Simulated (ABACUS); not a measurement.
Write the native input for ABACUS 3.10.1 that does the following.

* Task: band structure
* Functional: r2SCAN
* Potentials or basis: SG15 ONCV 1.2 PBE
* Cutoff: 1320 eV
* Density cutoff: 5279 eV
* Basis: plane waves
* Occupations: fermi-dirac, width 0.05 eV
* Spin: no spin polarisation
* Radial cutoff of the potentials (pseudo_rcut): 10 bohr
* Threshold of the eigensolver: 1e-07 Ry
* Density: read from an earlier self-consistent run
* Path: G-H-N-G-P-H, P-N
* Points for each segment of the path: 10
* SCF threshold on the density: 1e-08
* Max SCF steps: 100
* Eigensolver: dav
* Mixing: broyden
* Mixing share: 0.7
* Symmetry key: -1

The system is Ti.

```
CELL_PARAMETERS angstrom
-1.64100 1.64100 1.64100
1.64100 -1.64100 1.64100
1.64100 1.64100 -1.64100
ATOMIC_POSITIONS crystal
Ti 0.00000 0.00000 0.00000
```

This isn't the form of Ti at room conditions, which is hcp.

The input as run:

INPUT

```
INPUT_PARAMETERS
suffix              Ti
calculation         nscf
basis_type          pw
pseudo_dir          ./
symmetry            -1
dft_functional      MGGA_X_R2SCAN+MGGA_C_R2SCAN
ecutwfc             97.0
pseudo_rcut         10
nspin               1
nbands              16
ks_solver           dav
smearing_method     fd
smearing_sigma      0.00367493
scf_thr             1e-08
scf_nmax            100
mixing_type         broyden
mixing_beta         0.7
mixing_tau          1
init_chg            file
pw_diag_thr         1e-07
out_band            1
kpar                4
```

STRU

```
ATOMIC_SPECIES
Ti 47.8670 Ti_ONCV_PBE-1.2.upf

LATTICE_CONSTANT
5.3711598245

LATTICE_VECTORS
-0.5773502692 0.5773502692 0.5773502692
0.5773502692 -0.5773502692 0.5773502692
0.5773502692 0.5773502692 -0.5773502692

ATOMIC_POSITIONS
Cartesian

Ti
0.0
1
0.0000000000 0.0000000000 0.0000000000 1 1 1
```

KPT

```
K_POINTS
8
Line
0.00000000 0.00000000 0.00000000 10 // G
0.50000000 -0.50000000 0.50000000 10 // H
0.00000000 0.00000000 0.50000000 10 // N
0.00000000 0.00000000 0.00000000 10 // G
0.25000000 0.25000000 0.25000000 10 // P
0.50000000 -0.50000000 0.50000000 1 // H
0.25000000 0.25000000 0.25000000 10 // P
0.00000000 0.00000000 0.50000000 1 // N
```

Potentials or basis: SG15 ONCV 1.2 PBE, plane waves.

Run with:

```sh
$ OMP_NUM_THREADS=1 mpirun -np 4 abacus > log
```

It took 17 s on 4 MPI ranks on AMD EPYC 7R43 64-Core Processor (Zen 3), with other jobs on the host, peak memory 0.32 GiB a rank.
